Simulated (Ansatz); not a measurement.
**SnSe (zincblende) under strain**

SnSe in the zincblende structure, relaxed with r2SCAN in Ansatz. Space group F-43m (No. 216), cubic; a = 6.728 Å in the conventional setting, 38.07 Å³ an atom. Sn has 4 Se at 2.91 Å; Se has 4 Sn at 2.91 Å.

The axes x, y and z are those of this cell:
```yaml
crystal:
  lattice:
    - [0.00000, 3.36398, 3.36398]
    - [3.36398, 0.00000, 3.36398]
    - [3.36398, 3.36398, 0.00000]
  atoms:
    - { symbol: Sn, position: [0.00000, 0.00000, 0.00000] }
    - { symbol: Se, position: [0.25000, 0.25000, 0.25000] }
```

Unstrained: HSE06 gives an indirect gap of 0.304 eV, from W to X; the least direct gap is 1.043 eV at X. Meshes: HSE06 4×4×4. Strains are changes of length per length. After each strain the atoms were relaxed again with r2SCAN within the symmetry that the strain leaves, so tilts or polar shifts that break it weren't tested; points keep the names that they have in the unstrained zone. Simulation only: spin-unpolarised, and no claim that this is the phase found in nature.

Changes of the least gap in eV (an overlap counts as a negative gap):
```
                            strain  volume change (%)  space group   HSE06
biaxial +5.25 % in x and y, z held              +10.8        I-4m2  +0.185
          uniaxial -2.76 % along z               -2.8        I-4m2  -0.252
```

Biaxial +5.25 % in x and y, z held. HSE06: the gap goes from 0.304 to 0.489 eV (+0.185 eV).

Uniaxial -2.76 % along z, other directions held. HSE06: the gap goes from 0.304 to 0.052 eV (-0.252 eV); so small a gap is at the limit of these settings.

Spin-orbit coupling is left out, which matters wherever the heavy atoms make up the band edges.

The meshes of the hybrids are coarse, so their gaps aren't converged to the digits shown.
